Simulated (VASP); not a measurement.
**SnTe3: equation of state with PBEsol**

SnTe3:

```
Te Sn
1.0
     0.00000    3.86122    3.86122
     3.86122    0.00000    3.86122
     3.86122    3.86122    0.00000
Te Sn
3 1
Cartesian
  3.8612 3.8612 3.8612
  5.7918 5.7918 5.7918
  1.9306 1.9306 1.9306
  0.0000 0.0000 0.0000
```

The cell comes from a database or a generator and needn't be the stable form of this composition.

- Program: VASP 6.6.1
- Task: equation of state
- Functional: PBEsol
- Potentials or basis: VASP PAW PBE potentials, release 64 (Te, Sn_d)
- Cutoff: 520 eV
- k mesh: 6 × 6 × 6
- Occupations: fermi-dirac, width 0.05 eV
- Spin: no spin polarisation

```json
{"Equilibrium volume": "27.21 Å³/atom", "Bulk modulus": "56 GPa", "Pressure derivative of the bulk modulus": "4.0"}
```

Energy against volume, from the lowest point:
| volume (Å³/atom) | energy (meV/atom) |
| --- | --- |
| 27.056 | 0.00 |
| 27.632 | 0.94 |
| 28.208 | 5.79 |
| 28.783 | 14.17 |
| 29.359 | 25.75 |
| 29.935 | 40.19 |
| 30.510 | 57.18 |

All runs of the series together: 6.3 min on 1 thread of Intel(R) Xeon(R) Platinum 8488C (Sapphire Rapids), on a shared host.

Caveat: the PAW data sets were made with another functional, which shifts forces and pressure a little. The run has no spin-orbit coupling, so splittings on Te are missing.
